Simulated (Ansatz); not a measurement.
## All-electron card of In

```
In
1.0
     0.00000    3.36477    3.36477
     3.36477    0.00000    3.36477
     3.36477    3.36477    0.00000
In
2
Direct
  0.00000 0.00000 0.00000
  0.25000 0.25000 0.25000
```

Atom numbers follow the list: In1, In2.

The cell was built from the diamond type and relaxed in the same program, and has space group Fd-3m; it needn't be a known or the stable phase.

No spin–orbit coupling, which matters for the heavy atoms here.

All numbers below come from Ansatz 0.2.0, DFT, PBE, all-electron LAPW, scalar-relativistic.

Settings: a Γ-centred 9×9×9 k mesh, Fermi–Dirac smearing of 0.05 eV, basis error target 0.25 meV/atom, no spin polarisation.

```
Band gap                                          : none: bands cross the Fermi level, a metal
Density of states at the Fermi level (0.2 eV bin) : 1.77 states/eV per cell
Volume per atom                                   : 38.09 Å³
Pressure at this cell                             : -0.02 GPa
```
